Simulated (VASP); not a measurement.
Crystal: BN.

```
N B
1.0
     1.25112    0.72234    3.37293
    -1.25112    0.72234    3.37293
     0.00000   -1.44467    3.37293
N B
1 1
Direct
  0.66724 0.66724 0.66724
  0.00033 0.00033 0.00033
```

The cell is a database's computed one.

Base run:

- Program: VASP 6.6.1
- Functional: SCAN
- Potentials or basis: VASP PAW PBE potentials, release 64 (N, B)
- Cutoff: 520 eV
- k mesh: 12 × 12 × 12
- Occupations: fermi-dirac, width 0.05 eV
- Spin: no spin polarisation

Its results: band gap on the k mesh 4.75 eV, indirect (least direct gap 5.28 eV); pressure -1.3 GPa; largest force 0.010 eV/Å.

Problem. After a change of settings the same cell gave: band gap on the k mesh 4.41 eV, indirect (least direct gap 4.85 eV); pressure 3.4 GPa; largest force 0.008 eV/Å. Which change was it?
A. functional from SCAN to rSCAN; further incar settings from ALGO = Normal; EDIFF = 1e-06 to ALGO = Normal; EDIFF = 1e-07
B. functional from SCAN to TPSS; further incar settings from ALGO = Normal; EDIFF = 1e-06 to ALGO = Normal; EDIFF = 1e-06; NBANDS = 11
C. functional from SCAN to r2SCAN

Solution. B.

Caveats: the PAW data sets were made with another functional, which shifts forces and pressure a little.

Runs at the PBE level aren't shown here.
